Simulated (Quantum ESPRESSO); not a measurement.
## AlN (F-43m): modes at Γ and the response to a field

Aim: the zone-centre modes of AlN (F-43m).

Calculated with Quantum ESPRESSO 7.5; DFT LDA, scalar-relativistic, plane waves, PseudoDojo norm-conserving pseudopotentials.

## (1) Set-up

It takes space group F-43m (No. 216, cubic). Conventional cell: a = 4.368 Å, b = 4.368 Å, c = 4.368 Å, α = 90.00°, β = 90.00°, γ = 90.00°. Nearest to Al lie 4 N at 1.89 Å. Nearest to N lie 4 Al at 1.89 Å. Farther neighbours and most contacts between anions are not listed.

## (2) A first look

A cheap run with smearing and empty bands tells whether the crystal has a gap, which decides between fixed occupations and smearing later on.

File probe.in:

```
 &control
    calculation='scf',
    prefix='x',
    outdir='./tmp',
    pseudo_dir='./pseudo',
    tprnfor=.true.,
    tstress=.true.,
    verbosity='high',
 /
 &system
    ibrav=0,
    nat=2,
    ntyp=2,
    ecutwfc=84.0,
    occupations='smearing',
    smearing='gaussian',
    degauss=0.01,
 /
 &electrons
    conv_thr=1.0d-07,
    mixing_beta=0.7,
    electron_maxstep=100,
 /
ATOMIC_SPECIES
 Al     26.9815  Al.upf
 N      14.0070  N.upf
CELL_PARAMETERS angstrom
     0.000000000    2.183993560    2.183993560
     2.183993560    0.000000000    2.183993560
     2.183993560    2.183993560    0.000000000
ATOMIC_POSITIONS crystal
 Al     0.000000000   0.000000000   0.000000000
 N      0.750000000   0.750000000   0.750000000
K_POINTS automatic
 8 8 8 0 0 0
```

Run with:

```bash
> OMP_NUM_THREADS=1 mpirun -n 4 pw.x -nk 4 -in probe.in > probe.out
```

Planned after this: relaxing the cell and atoms; self-consistent run for the response; zone-centre response; zone-centre analysis; the LO-TO splitting (1 0 0). Settings of the main run: cutoff 84 Ry, 8×8×8 k-mesh, fixed occupations, response threshold 1.00e-18, field response on, q point (0, 0, 0).

Before running: what should come out for the highest mode moved by the LO-TO term?

At the LDA level the optical modes of AlN (F-43m) at the zone centre (no LO-TO term) lie at 670 cm⁻¹. Along the directions run, the highest mode that the macroscopic field moves lies at 906 cm⁻¹. Lattice motion raises the mean dielectric constant from 4.5 to 8.247.

* volume per atom: 10.2 Å³
* gap on the k-mesh: 3.27 eV
* highest optical zone-centre mode (no LO-TO term): 669.5 cm⁻¹
* highest mode moved by the LO-TO term: 906.3 cm⁻¹
* mean high-frequency dielectric constant: 4.5
* largest Born charge in size (third of the trace): 2.53 e
* mean static dielectric constant: 8.25
* imaginary optical modes at the zone centre (no q mesh in this session): none

The Born charge of Al is 2.528 e against a formal charge of +3, somewhat under it. The Lyddane-Sachs-Teller relation holds: (ωLO/ωTO)² is 1.83 and ε₀/ε∞ is 1.83. Left out of this account: PBE with PseudoDojo NC, since it is gradient-corrected and no frozen-mode check or second program bears its response out; PBEsol with PseudoDojo NC, since it is gradient-corrected and no frozen-mode check or second program bears its response out. What is said of the levels holds for those shown. These are harmonic frequencies at zero temperature: anharmonic shifts and linewidths and thermal expansion are left out. The structure comes from a database and need not be the phase that is stable at ambient conditions.

[Host names and launcher messages were left out of these logs when they were recorded.]

[Logs are printed without paths, hosts, clocks, repeated set-up lines and the standing remarks that a program may print on its own settings, such as how far it seeks lower states.]

[Hosts, paths, dates, database ids (printed as entryN), source tags and the programs' standing remarks are cut or masked in the printed files.]
